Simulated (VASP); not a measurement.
Runs of VASP 6.6.1 on B. The structure is hexagonal, space group P6_3/mmc (No. 194). Conventional cell: a = 1.762 Å, b = 1.762 Å, c = 10.931 Å, α = 90.00°, β = 90.00°, γ = 120.00°. B (site symmetry -6m2) is surrounded by 6 B at 1.76 Å. This isn't the form of B at room conditions, which is rhombohedral.

```tsv
cell	k mesh	gap on the mesh (eV)	pressure (GPa)
P6_3/mmc, 14.69 Å³/atom	23 × 23 × 4	none	-8.8
P6_3/mmc, 15.23 Å³/atom	23 × 23 × 4	none	-11.5
P6_3/mmc, 14.15 Å³/atom	23 × 23 × 4	none	(a)
P6_3/mmc, 13.6 Å³/atom	34 × 34 × 5	none	-0.8
```

Alike in all rows: task single point; level BLYP; potentials or basis VASP PAW PBE potentials, release 64 (B); no spin polarisation; cutoff (eV) 520; smearing fermi-dirac 0.1 eV.

Task: Estimate the missing entries.

Result: (a) -5.3.

Caveats: the PAW data sets were made with another functional, which shifts forces and pressure a little; this functional lacks dispersion, which binds the layers, so the pressure and a relaxed spacing across them are unreliable (some runs).

A gap of «none» marks a metal or a gap under the smearing width.
